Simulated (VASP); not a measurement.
Wanted: the native input for a VASP 6.6.1 run.

```yaml
Task: relaxation of cell and atoms
Functional: PBEsol
Potentials_or_basis: VASP PAW PBE potentials, release 64 (Pb_d, I)
Cutoff: 600 eV
k_mesh: 9 × 9 × 4
Occupations: gaussian, width 0.03 eV
Spin: no spin polarisation
Further_INCAR_settings: ALGO = Normal; EDIFF = 1e-07; IBRION = 2; EDIFFG = -0.005; NSW = 90; ISIF = 3
```

The structure of PbI2 lies in POSCAR:

```
PbI2                                    
1.0
    4.5480550911      0.0000000000      0.0000000000
   -2.2740275455      3.9387312467      0.0000000000
   -0.0000000000     -0.0000000000      7.0154634600
  Pb              I             
     1     2
Direct
     0.0000000000000000    0.0000000000000000    1.0000000000000000
     0.3333333332999970    0.6666666667000030    0.2650005512795417
     0.6666666667000030    0.3333333332999970    0.7349994487204584
```

The input as run:

INCAR

```
SYSTEM = PbI2
  PREC = Accurate
  ENCUT = 600
  EDIFF = 1E-7
  ISMEAR = 0
  SIGMA = 0.03
  LREAL = .False.
  LASPH = .True.
  NELM = 80
  ALGO = Normal
  ISIF = 3
  LWAVE = .False.
  LCHARG = .False.
  GGA = PS
  IBRION = 2
  NSW = 90
  EDIFFG = -0.005
  KPAR = 2
```

KPOINTS

```
regular mesh
0
Gamma
  9 9 4
  0 0 0
```

Potentials or basis: VASP PAW PBE potentials, release 64 (Pb_d, I).

Run with:

```console
$ cat potpaw_PBE.64/Pb_d/POTCAR potpaw_PBE.64/I/POTCAR > POTCAR
$ mpirun -np 2 vasp_std > vasp.out
```

It gave:

```
Relaxed volume                         : 42.03 Å³/atom
Relaxed cell                           : a = 4.538 Å, b = 4.538 Å, c = 7.070 Å, α = 90.00°, β = 90.00°, γ = 120.00°
Space group after relaxing (to 0.05 Å) : P-3m1 (No. 164)
Energy gained by relaxing              : 0.1 meV/atom
Ionic steps                            : 12
Pressure after relaxing                : 0.0 GPa
Largest force after relaxing           : 0.004 eV/Å
Band gap on the k mesh                 : 2.15 eV, direct
```

Caveat: the PAW data sets were made with another functional, which shifts forces and pressure a little; spin-orbit coupling is left out, which as a rule narrows the gap of such compounds by several tenths of an eV; an odd mesh through Γ misses points on the zone boundary, where band edges often lie; this functional lacks dispersion, which binds the layers, so the pressure and a relaxed spacing across them are unreliable.

It took 3.8 min on 2 MPI ranks on Intel(R) Xeon(R) Platinum 8488C (Sapphire Rapids), with other jobs on the host, peak memory 0.32 GiB a rank.
